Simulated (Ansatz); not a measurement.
## Hf in Ansatz: convergence with k mesh

Hf:

```
Hf
1.0
     0.11927    2.34305    1.99282
     2.32109    0.12480    1.98729
     2.44975    2.46619   -0.00387
Hf
1
Direct
  0.00000 0.00000 0.00000
```

This isn't the form of Hf at room conditions, which is hcp.

- Program: Ansatz 0.2.0
- Task: convergence study
- Functional: PBE
- Potentials or basis: Ansatz PAW
- Cutoff: 420 eV (not typed: the program's choice for these potentials)
- k mesh: 3 × 3 × 3
- Occupations: cold, width 0.1 eV
- Spin: spin-orbit coupling, no magnetisation

These are the settings of the first run; the series varies k mesh, with any setting tied to it.

Hardware: 2 threads of Intel(R) Xeon(R) Platinum 8259CL CPU @ 2.50GHz (Skylake/Cascade Lake), on a shared host.

```
      k mesh  energy less the tightest run, at zero smearing (meV/atom)  pressure (GPa)  SCF cycles  CPU time (s)  peak memory (GiB)
   3 × 3 × 3                                                     -15.76            3.00           8           2.6               0.39
   4 × 4 × 4                                                      51.79            3.58           8             5               0.43
   5 × 5 × 5                                                     -11.20            3.31           8           7.9               0.47
   6 × 6 × 6                                                     -16.90            2.72           8            12               0.52
   8 × 8 × 7                                                       1.40            3.31           8            23               0.62
 10 × 10 × 9                                                       4.30            3.54           8            44               0.83
12 × 12 × 11                                                       0.78            3.40           8            76                1.2
15 × 15 × 14                                                      -0.03            3.41           8           160                1.9
18 × 18 × 16                                                       0.00            3.46           8           260                2.8
```

Against the tightest run, the energy stays within 1 meV/atom from 12 × 12 × 11 on; the pressure stays within 0.1 GPa from 10 × 10 × 9 on. Meshes of other sizes hit other points, so gaps and Fermi surfaces needn't settle smoothly. The tightest run that finished is the yardstick and may itself not be fully converged.
